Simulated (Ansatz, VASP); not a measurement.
# Cross-check of Si26C27 (V_Si) between VASP and Ansatz

Wanted: the spread between two codes on one cell, functional and k mesh. The cell is taken from a series of runs on this material, whose earlier steps may have relaxed, scaled, displaced or heated it; both programs get it as it stands.

Program: Ansatz 0.2.0. Level of theory: plane waves, with VASP 6.6.1 beside it; single point at r2SCAN. Results are calculated unless marked as measured.

### 1. The starting structure

The cell holds 53 atoms: 26 Si and 27 C. Cell: a = 8.964 Å, b = 8.964 Å, c = 8.964 Å, α = 60.0°, β = 60.0°, γ = 60.0°. It derives from SiC (SiC (F-43m)). Nearest the centre at fractional (0.333, 0.667, 0.667): C44 at 1.98 Å, C43 at 2.00 Å, C41 at 2.00 Å, C35 at 2.01 Å, Si17 at 2.99 Å, Si25 at 2.99 Å, Si26 at 2.99 Å, Si15 at 2.99 Å.

Coordinates:

```xyz
53
Lattice="0.0000 6.3388 6.3388 6.3388 0.0000 6.3388 6.3388 6.3388 0.0000" Properties=species:S:1:pos:R:3 pbc="T T T"
Si    0.0104    6.3383    6.3358
Si    2.1176    8.4458    6.3348
Si    4.2361    4.2221    0.0432
Si    2.1175    6.3372    8.4433
Si    4.2326    8.4522    8.4498
Si    6.3416   10.5609    8.4514
Si    4.2360    0.0455    4.2194
Si    6.3416    8.4538   10.5587
Si    8.4096    4.2234    4.2211
Si    0.0140    2.1064    2.1038
Si    2.1650    4.2221    2.1143
Si    4.2336    6.2926    2.1119
Si    2.1646    2.1172    4.2191
Si    4.2343    4.2221    4.2199
Si    6.3429    6.2897    4.2211
Si    4.2333    2.1139    6.2904
Si    6.3429    4.2234    6.2878
Si    0.0129    4.2329    4.2300
Si    2.1187    6.3383    4.2275
Si    4.2255    8.4452    4.2311
Si    2.1187    4.2298    6.3358
Si    4.2262    6.3372    6.3347
Si    6.3409    8.4560    6.3817
Si    4.2255    4.2335    8.4426
Si    6.3412    6.3843    8.4532
Si    8.4121    8.4527    8.4504
C     1.0639    1.0562    1.0537
C     3.1759    3.1596    1.0542
C     5.2994    5.2813    1.0565
C     3.1758    1.0566    3.1572
C     5.2877    3.1683    3.1660
C     7.3998    5.2804    3.1571
C     5.2992    1.0587    5.2790
C     7.3998    3.1595    5.2781
C     9.6160    5.1829    5.1805
C     1.0530    3.1705    3.1675
C     3.1782    5.2813    3.1777
C     5.2900    7.4068    3.1683
C     3.1780    3.1797    5.2790
C     5.2788    5.2804    5.2781
C     7.3013    7.4972    5.1796
C     5.2898    3.1706    7.4041
C     7.3022    5.1829    7.4943
C     9.6017    7.4819    7.4800
C     1.0651    5.2845    5.2822
C     3.1754    7.3950    5.2811
C     5.2893    9.5094    5.2701
C     3.1754    5.2835    7.3925
C     5.2789    7.3955    7.3929
C     7.4008    9.5185    7.3951
C     5.2893    5.2726    9.5064
C     7.4007    7.3975    9.5163
C     9.5258    9.5094    9.5070
```

### 2. VASP: single point, r2SCAN, pair 1

A single point gives forces, pressure and levels at one fixed geometry, so differences don't come from the geometry; what else differs is listed under the comparison.

Lines of VASP's logs that name or quote its potential files are left out, and so is its time.

Contents of INCAR:

```
SYSTEM = Si26C27
PREC = Accurate
ENCUT = 580
EDIFF = 1E-06
NELM = 120
ISMEAR = 0
SIGMA = 0.01
LREAL = Auto
ALGO = Normal
METAGGA = R2SCAN
LASPH = .TRUE.
NBANDS = 144
LORBIT = 11
LWAVE = .FALSE.
LCHARG = .FALSE.
ISIF = 2
ISYM = 0
GGA_COMPAT = .FALSE.
EFERMI = MIDGAP
LMIXTAU = .TRUE.
KPAR = 4
```

Contents of POSCAR:

```
Si26C27
1.0
    0.0000000000      6.3388420664      6.3388420664
    6.3388420664      0.0000000000      6.3388420664
    6.3388420664      6.3388420664      0.0000000000
Si C
26 27
Direct
    0.9988994573      0.0006261776      0.0010079717
    0.9988387352      0.0005170941      0.3335564505
    0.0023086655      0.0045126024      0.6637591490
    0.9988337584      0.3331556612      0.0009014065
    0.9993412526      0.3336725377      0.3340589678
    0.9994466016      0.3338272988      0.6666148897
    0.0022776029      0.6633708217      0.0048965097
    0.9994683229      0.6662469868      0.3341860381
    0.0027611871      0.6631550686      0.6635173033
    0.3309876574      0.0009027816      0.0013070732
    0.3290414338      0.0045126024      0.3370263807
    0.3289899578      0.0041715582      0.6637076730
    0.3290596954      0.3365425046      0.0049394853
    0.3318971745      0.3338272988      0.3341643168
    0.3287640047      0.3371513437      0.6634817200
    0.3289980166      0.6633586311      0.0044782632
    0.3287995881      0.6631550686      0.3374789023
    0.6665236781      0.0007950198      0.0012413933
    0.6662902565      0.0006261776      0.3336171725
    0.6665893580      0.0009027816      0.6657053726
    0.6662852145      0.3332321259      0.0010029297
    0.6661836912      0.3331556612      0.3335514735
    0.6702217701      0.3365425046      0.6637774106
    0.6665768540      0.6653075140      0.0012945692
    0.6701787945      0.6633708217      0.3369953181
    0.6697605480      0.6633586311      0.6637157318
    0.0825018987      0.0837273887      0.0841170143
    0.0818673047      0.0844414969      0.4165850199
    0.0819083966      0.0847566632      0.7512629516
    0.0818768068      0.4161893483      0.0848129123
    0.0825565115      0.4169048845      0.4172742267
    0.0818443440      0.4162080920      0.7511726189
    0.0819133074      0.7508853724      0.0851033043
    0.0818605441      0.7507944568      0.4165782593
    0.0589539314      0.7583122158      0.7586858647
    0.4168840370      0.0828177152      0.0832932607
    0.4165452365      0.0847566632      0.4166261118
    0.4168788280      0.0829483758      0.7515965432
    0.4165387295      0.4162704862      0.0850839184
    0.4164549036      0.4162080920      0.4165620592
    0.4240139536      0.3931080033      0.7587316688
    0.4168610446      0.7511909088      0.0833219236
    0.4239681495      0.7583122158      0.3936716466
    0.4228017332      0.7572181723      0.7575194484
    0.7494762851      0.0838292935      0.0841940003
    0.7493992990      0.0837273887      0.4172196139
    0.7485755455      0.0828177152      0.7516017522
    0.7493976927      0.4168201907      0.0841154079
    0.7500951971      0.4161893483      0.4165945221
    0.7503662032      0.4162704862      0.7512564448
    0.7485363159      0.7511658786      0.0832540311
    0.7503855890      0.7508853724      0.4166310226
    0.7486042084      0.7511909088      0.7515787598
```

Contents of KPOINTS:

```
Points of the shifted mesh
8
Reciprocal
 0.2500000000  0.2500000000  0.2500000000 1
 0.2500000000  0.2500000000  0.7500000000 1
 0.2500000000  0.7500000000  0.2500000000 1
 0.2500000000  0.7500000000  0.7500000000 1
 0.7500000000  0.2500000000  0.2500000000 1
 0.7500000000  0.2500000000  0.7500000000 1
 0.7500000000  0.7500000000  0.2500000000 1
 0.7500000000  0.7500000000  0.7500000000 1
```

Potentials, in the order of the species: Si and C (PBE family, release 64).

On the command line:

```bash
mpirun -np 8 vasp_std
```

Numbers of over 12 decimals in the logs are rounded to 6 here.

Output:

```text
[banner, memory and clock lines left out]
running    8 mpi-ranks, on    1 nodes
[...]
|                                                                             |
|           W    W    AA    RRRRR   N    N  II  N    N   GGGG   !!!           |
|           W    W   A  A   R    R  NN   N  II  NN   N  G    G  !!!           |
|           W    W  A    A  R    R  N N  N  II  N N  N  G       !!!           |
|           W WW W  AAAAAA  RRRRR   N  N N  II  N  N N  G  GGG   !            |
|           WW  WW  A    A  R   R   N   NN  II  N   NN  G    G                |
|           W    W  A    A  R    R  N    N  II  N    N   GGGG   !!!           |
|                                                                             |
|     For optimal performance we recommend to set                             |
|       NCORE = 2 up to number-of-cores-per-socket                            |
|     NCORE specifies how many cores store one orbital (NPAR=cpu/NCORE).      |
|     This setting can greatly improve the performance of VASP for DFT.       |
[...]
|               ----> ADVICE to this user running VASP <----                  |
|                                                                             |
|     You enforced a specific xc type in the INCAR file but a different       |
|     [... a line on the potential file left out ...]
|     I HOPE YOU KNOW WHAT YOU ARE DOING!                                     |
|                                                                             |

 LDA part: xc-table for (None), standard interpolation
 POSCAR, INCAR and KPOINTS ok, starting setup
[...]
entering main loop
       N       E                     dE             d eps       ncg     rms          rms(c)
DAV:   1     0.627550684537E+03    0.62755E+03   -0.10936E+05  2304   0.152E+03
DAV:   2    -0.506368502858E+03   -0.11339E+04   -0.10737E+04  2816   0.261E+02
DAV:   3    -0.582014097963E+03   -0.75646E+02   -0.74642E+02  2776   0.631E+01
DAV:   4    -0.583589824314E+03   -0.15757E+01   -0.15691E+01  2768   0.100E+01
[...]
DAV:  24    -0.501417048467E+03    0.37404E-05   -0.75308E-06  2416   0.743E-03    0.165E-02
DAV:  25    -0.501417051583E+03   -0.31160E-05   -0.11142E-06  1376   0.335E-03    0.458E-03
DAV:  26    -0.501417051173E+03    0.41041E-06   -0.22929E-07  1344   0.155E-03
   1 F= -.50141705E+03 E0= -.50141705E+03  d E =-.384334E-55
```

Parts of OUTCAR (step 2):

```text
  Total       77.2282707     77.2127923     77.2156986     -0.1403388     -0.1235328     -0.1255313
  in kB      242.8997697    242.8510867    242.8602274     -0.4413960     -0.3885377     -0.3948233
  external PRESSURE =     242.8703613 kB  Pullay stress =       0.0000000 kB

 POSITION                                       TOTAL-FORCE (eV/Angst)
 -----------------------------------------------------------------------------------
      0.01036      6.33826      6.33584        -0.177699      0.034667      0.035674
      2.11764      8.44584      6.33476         0.029720      0.205740      0.027742
      4.23607      4.22210      0.04324        -0.377063      0.391315     -1.056562
      2.11753      6.33716      8.44327         0.031618      0.026954      0.208910
      4.23264      8.45221      8.44976        -0.128025     -0.133206     -0.129669
      6.34165     10.56090      8.45141         0.154146      0.153192     -0.146801
      4.23604      0.04548      4.21944        -0.377327     -1.053364      0.393005
      6.34159      8.45382     10.55871         0.153152     -0.148546      0.152529
      8.40957      4.22343      4.22114         1.255400      0.305698      0.301940
      0.01401      2.10636      2.10380        -0.348687      0.278231      0.276372
      2.16496      4.22210      2.11435        -1.057580      0.390718     -0.375441
      4.23358      6.29255      2.11186        -0.380062      1.302314     -0.379560
      2.16460      2.11717      4.21915        -1.053838     -0.379599      0.393351
      4.23429      4.22206      4.21992        -0.148822      0.156086      0.156093
[...]
-----------------------------------------------------------------------------------
    total drift:                                0.005559     -0.002341     -0.000116

  FREE ENERGIE OF THE ION-ELECTRON SYSTEM (eV)
  ---------------------------------------------------
  free  energy   TOTEN  =      -501.4170511726 eV

  energy  without entropy=     -501.4170511726  energy(sigma->0) =     -501.41705117

[... 1 further part left out ...]
```

The run ends at a pressure of 24.29 GPa, with forces up to 1.4 eV/Å.

### 3. Ansatz: single point, r2SCAN, pair 1

Ansatz runs on its PAW soft_1 files.

The same cell, functional and mesh now go to Ansatz.

Contents of input.yaml:

```yaml
crystal:
  checkpoint: "../qp2.relax.run"
  host: checkpoint
basis:
  ecutwfc: 500
  xc_grid: 2
hamiltonian:
  xc: r2scan
  pseudopotentials: { kind: paw, azcp: { folder: soft_1 } }
kpoints:
  mp_grid: { grid: [2, 2, 2], shift: [0.5, 0.5, 0.5] }
scf:
  occupations: { method: fixed }
  max_iter: 80
output:
  forces: true
  eigenvalues: true
  charged_corrections: { defect_position: [0.333333, 0.666667, 0.666667] }
checkpoint:
  read: "../qp2.relax.run"
  write: "../qp2.point_neutral.run"
  compress: false
  write_wavefunctions: false
  write_every: 100000
```

On the command line:

```bash
ansatz run input.yaml --threads 8 --pin off --max-ram 15073MiB --backend cpu --events-out ev --progress --plain --runs-dir out
```

Output:

```text
checkpoint.read: the saved state was converged at a total charge of 2 e, and this run's is 0 e: a saved density that it takes is scaled to its electron count
crystal.checkpoint: the structure is that of <dir>, a `relax` run, at its step 6: its result, under r2scan at a charge of 2 e; 53 atoms read, 0 with a starting moment; this deck's charge is 0 e; crystal.structure_sha256 for this input is
Engine: ansatz 0.2.0, aarch64-unknown-linux-gnu
Pseudopotentials: kind: paw
Pseudopotential: Si, paw, valence charge 4, recommended cutoff 500 eV (meta_gga), soft_1/Si.paw.azcp
Pseudopotential: C, paw, valence charge 4, recommended cutoff 500 eV (meta_gga), soft_1/C.paw.azcp
Functional definition: r2SCAN
  parameter k0 = 0.174
  parameter k1 = 0.065
  parameter a1 = 4.9479
  exchange = r2scan_x(k0 = k0, k1 = k1, a1 = a1)
  correlation = r2scan_c
Crystal: 53 atoms, lattice volume = 509.401 Å³
Basis set: ecut = 500 eV, 12939 PW (Γ), exchange–correlation on 144×144×144 points (8 copies of the dense FFT grid, shifted against one another)
Bands: 159, of which v1, the nominal top of the filled ones, is band 106 counted from 1 (105 counted from 0)
Symmetry: 1 space group operations
Space group: P1 (ITA 1), of the structure as read, at distance tolerance 8.0e-5 Å
k-points: 4 of 8 (time reversal used)
Non-local potential: Si, projectors of the file, l = 0: 2, l = 1: 2, l = 2: 1
Non-local potential: C, projectors of the file, l = 0: 2, l = 1: 2, l = 2: 1
PAW form: soft (Blöchl's): semilocal exchange-correlation on the pseudo side does not see the compensation charge
PAW frozen core: Si, regenerated for the run's functional (the file was generated under x = pbe(κ = 0.804, μ = 0.219515), c = pbe(β = 0.066725))
PAW frozen core: C, regenerated for the run's functional (the file was generated under x = pbe(κ = 0.804, μ = 0.219515), c = pbe(β = 0.066725))
PAW one-centre angular grid: Si, 302 points (default); XC on 160 Gauss nodes
PAW one-centre angular grid: C, 302 points (default); XC on 219 of its mesh's 2255 points in the sphere
Initial density: read from a saved state, or passed on in memory by an earlier SCF of this step, an earlier step, the calling program or the single point that the run made first
Initial wavefunctions: those read from a saved state, or passed on in memory by an earlier step or the calling program
Functional: x = r2scan, c = r2scan; τ floored in thin density (d = 2e-4 eV/Å³)
iter 1 solved again at ethr=1.49e-3 eV; its pass at ethr=3.10e-3 eV (dr2=3.16e0 eV) is discarded
SCF iter   1: F=—  HF=-23415.796638 eV  |F-HF|=—  |Δ(HF+E_count)|=         —  Δρ=1.40e-2  dr2=3.08e0  dr2_τ=5.15e-2  ethr=1.49e-3  ⟨swp⟩=1.0  Hψ=1776  notcnv=0  defer=52
preconditioner: auto → Resta (q_TF=auto, 2.357 Å⁻¹)  ε∞=4.3  [insulator: Δε(μ)=0.244 eV  Ē_g=13.278 eV  n_scr=112 (ndim 8)  ℏωp=24.0 eV  f_vac=0.000  ε∞_Penn≈4.3]
SCF iter   2: F=—  HF=-23415.171184 eV  |F-HF|=—  |Δ(HF+E_count)|=   6.25e-1  Δρ=5.52e-3  dr2=2.87e-1  dr2_τ=3.42e-2  ethr=1.46e-3  ⟨swp⟩=3.0  Hψ=638  notcnv=0  defer=81
SCF iter   3: F=—  HF=-23415.098660 eV  |F-HF|=—  |Δ(HF+E_count)|=   7.25e-2  Δρ=2.55e-3  dr2=7.15e-2  dr2_τ=1.60e-3  ethr=1.36e-4  ⟨swp⟩=3.0  Hψ=1001  notcnv=0  defer=204
SCF iter   4: F=—  HF=-23415.081364 eV  |F-HF|=—  |Δ(HF+E_count)|=   1.73e-2  Δρ=7.04e-4  dr2=3.21e-3  dr2_τ=2.60e-4  ethr=3.37e-5  ⟨swp⟩=3.0  Hψ=809  notcnv=0  defer=204
SCF iter   5: F=—  HF=-23415.081693 eV  |F-HF|=—  |Δ(HF+E_count)|=   3.28e-4  Δρ=3.15e-4  dr2=8.24e-4  dr2_τ=5.63e-5  ethr=1.51e-6  ⟨swp⟩=2.5  Hψ=816  notcnv=0  defer=204
SCF iter   6: F=—  HF=-23415.081684 eV  |F-HF|=—  |Δ(HF+E_count)|=   8.92e-6  Δρ=1.39e-4  dr2=1.67e-4  dr2_τ=1.33e-5  ethr=3.89e-7  ⟨swp⟩=2.2  Hψ=789  notcnv=0  defer=204
SCF iter   7: F=—  HF=-23415.081676 eV  |F-HF|=—  |Δ(HF+E_count)|=   7.43e-6  Δρ=4.32e-5  dr2=1.60e-5  dr2_τ=9.85e-7  ethr=7.88e-8  ⟨swp⟩=2.0  Hψ=774  notcnv=0  defer=197
SCF iter   8: F=—  HF=-23415.081951 eV  |F-HF|=—  |Δ(HF+E_count)|=   2.75e-4  Δρ=2.77e-5  dr2=7.90e-6  dr2_τ=5.05e-7  ethr=7.55e-9  ⟨swp⟩=2.0  Hψ=918  notcnv=0  defer=183
SCF iter   9: F=—  HF=-23415.081951 eV  |F-HF|=—  |Δ(HF+E_count)|=   4.66e-7  Δρ=7.09e-6  dr2=2.76e-7  dr2_τ=1.06e-8  ethr=3.73e-9  ⟨swp⟩=2.0  Hψ=488  notcnv=0  defer=183
SCF iter  10: F=-23415.081951 eV  HF=-23415.081951 eV  |F-HF|=1.25e-8  |Δ(HF+E_count)|=   1.75e-7  Δρ=2.23e-6  dr2=2.70e-8  dr2_τ=1.14e-9  ethr=4.72e-11  ⟨swp⟩=22.8  Hψ=5945  notcnv=0
SCF 1 converged in 10 iterations: F = -23415.081951 eV  dr2 = 2.70e-8
  greatest PAW one-centre occupation: 0.687 electrons in one spin orbital (limit 2), on the C atom at site 29 (counted from 0), in its partial waves of l = 0
SCF converged after 10 iterations
Free energy (F): -23415.081951 eV
Harris-Foulkes:  -23415.081951 eV  (|F-HF|=1.25e-8)
Internal energy: -23415.081951 eV  (E = F + TS)
E sigma→0 (E₀):  -23415.081951 eV
Fermi energy:    11.216726 eV
[...]
atom   2  C      0.07256786    -0.11548939    -0.11574497
  atom   3  Si     0.02758748     0.20566807     0.02824819
  atom   4  C      0.16720914    -0.19923748     0.16513955
  atom   5  Si    -0.37545439     0.39036257    -1.06034180
  atom   6  C      0.17994281    -0.19387412     0.12025743
  atom   7  Si     0.02850237     0.02744209     0.20720853
  atom   8  C      0.16658238     0.16669800    -0.20131210
  atom   9  Si    -0.12816939    -0.13099080    -0.12820780
  atom  10  C     -0.01216166    -0.01339700    -0.01384266
  atom  11  Si     0.15480372     0.15452224    -0.14664209
  atom  12  C     -0.15938761    -0.16305196    -0.19069521
  atom  13  Si    -0.37438091    -1.05955521     0.39124516
  atom  14  C      0.17917247     0.12012102    -0.19573165
  atom  15  Si     0.15528109    -0.14797303     0.15329727
  atom  16  C     -0.16072771    -0.19157268    -0.16237783
  atom  17  Si     1.25895000     0.30104744     0.29879022
  atom  18  C     -0.36299212     0.29116030     0.29064236
  atom  19  Si    -0.34936663     0.27432412     0.27446473
  atom  20  C      0.58895725    -0.01595781    -0.01322253
  atom  21  Si    -1.06217995     0.39098880    -0.37474285
  atom  22  C      0.11995637    -0.19475558     0.17748972
  atom  23  Si    -0.37889046     1.30717072    -0.37806308
  atom  24  C     -0.04957738    -0.71162875    -0.04859760
  atom  25  Si    -1.05902217    -0.37941946     0.39372068
[...]
atom  46  Si     0.39231306    -0.37888108    -1.05861912
  atom  47  C     -0.19410243     0.18070549     0.12033338
  atom  48  Si     0.27239738    -0.34974641     0.27457176
  atom  49  C     -0.01361428     0.59186959    -0.01129794
  atom  50  Si     0.39116638    -1.05633041    -0.37627303
  atom  51  C     -0.19576889     0.12046860     0.18079347
  atom  52  Si     1.30179703    -0.37787591    -0.37933872
  atom  53  C     -0.70603647    -0.04771621    -0.04856262
  max |Σ_I F_I| component: 3.16e-3 eV/Å
--- Band table (eV) ---
  k-point 0: bands = [... 102 lower, 9.4286, 9.7873, 9.7874, 11.2167, 11.5923, 11.5929, 13.1248, 13.1675, ... 49 higher]
  k-point 1: bands = [... 102 lower, 9.4757, 9.6157, 9.7570, 10.5755, 11.4383, 11.4987, 12.4842, 13.7385, ... 49 higher]
  k-point 2: bands = [... 102 lower, 9.4759, 9.6155, 9.7572, 10.5762, 11.4385, 11.4983, 12.4842, 13.7384, ... 49 higher]
  k-point 3: bands = [... 102 lower, 9.4757, 9.6158, 9.7571, 10.5754, 11.4384, 11.4987, 12.4842, 13.7384, ... 49 higher]
```

The column dr2 measures how far the density is from self-consistency, as an energy; F and HF (Harris–Foulkes) agree once it is small.

### 4. Comparison

Known differences besides the potentials themselves: VASP keeps PBE cores, Ansatz makes them for the functional; fixed occupations in Ansatz, narrow Gaussian smearing in VASP; the cutoff is 500 eV in Ansatz and 580 eV in VASP (PREC = Accurate, projectors in real space). Total energies have different zeros and are not compared.

Compared:

| quantity | Ansatz | VASP | difference |
| --- | --- | --- | --- |
| gap on the k mesh (eV) | 0.222 | 0.221 | 0.000 |

Forces on 10 of the 53 atoms, those with the largest forces and the largest differences (eV/Å; atoms numbered as in POSCAR):

| atom | Ansatz x, y, z | VASP x, y, z |
| --- | --- | --- |
| Si9 | 1.259, 0.301, 0.299 | 1.255, 0.306, 0.302 |
| Si11 | -1.062, 0.391, -0.375 | -1.058, 0.391, -0.375 |
| Si12 | -0.379, 1.307, -0.378 | -0.380, 1.302, -0.380 |
| Si15 | 0.297, 1.266, 0.295 | 0.296, 1.263, 0.298 |
| Si16 | -0.377, -0.379, 1.305 | -0.380, -0.378, 1.299 |
| Si17 | 0.299, 0.300, 1.258 | 0.299, 0.302, 1.256 |
| Si26 | 1.302, -0.378, -0.379 | 1.300, -0.382, -0.383 |
| C29 | 0.180, -0.194, 0.120 | 0.171, -0.197, 0.123 |
| C34 | -0.161, -0.192, -0.162 | -0.163, -0.182, -0.164 |
| C52 | -0.196, 0.120, 0.181 | -0.197, 0.124, 0.172 |

The forces differ by 3.1 meV/Å r.m.s., which is 0.8 % of the r.m.s. force of 0.403 eV/Å (both taken over all components). A gap on the mesh is an upper bound, since the band edges may lie between its points.

(Continued in part 2 of 2.)

[Lines on the potential files, build, host, timing and source positions are cut from VASP's logs without a mark.]

[Logs are printed without paths, hosts, clocks, repeated set-up lines and the standing remarks that a program may print on its own settings, such as how far it seeks lower states.]

[Hosts, paths, dates, database ids (printed as entryN), source tags and the programs' standing remarks are cut or masked in the printed files.]
